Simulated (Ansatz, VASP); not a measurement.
# La: VASP beside Ansatz

```
CELL_PARAMETERS angstrom
3.22661 0.00000 0.00000
-1.61330 2.79433 0.00000
0.00000 0.00000 10.45977
ATOMIC_POSITIONS crystal
La 0.00000 0.00000 0.00000
La 0.00000 0.00000 0.50000
La 0.33333 0.66667 0.25000
La 0.66667 0.33333 0.75000
```

Alike in both runs: functional PBEsol; k mesh 11 × 11 × 3; occupations fermi-dirac, width 0.08 eV; no spin polarisation.

Ansatz relaxed the structure, and its values are those at the end. VASP's run is a single point on that final structure, the one shown.

|  | VASP | Ansatz |
| --- | --- | --- |
| version | VASP 6.6.1 | Ansatz 0.2.0 |
| potentials or method | VASP PAW PBE potentials, release 64 (La) | PAW with Ansatz's default frozen-core files, scalar-relativistic |
| plane-wave cutoff (eV) | 520 | 420 |
| valence electrons in the cell | 44 | 44 |

|  | VASP | Ansatz | Ansatz less VASP |
| --- | --- | --- | --- |
| pressure (GPa) | 17.3 | 17.0 | -0.35 |

Caveats: so large a pressure means that the cell lies far from this level's equilibrium, or that cutoff or potentials fall short (VASP); the potentials were made for another functional, which shifts forces and pressure (VASP). Spin-orbit coupling is left out, which matters for the levels of La.
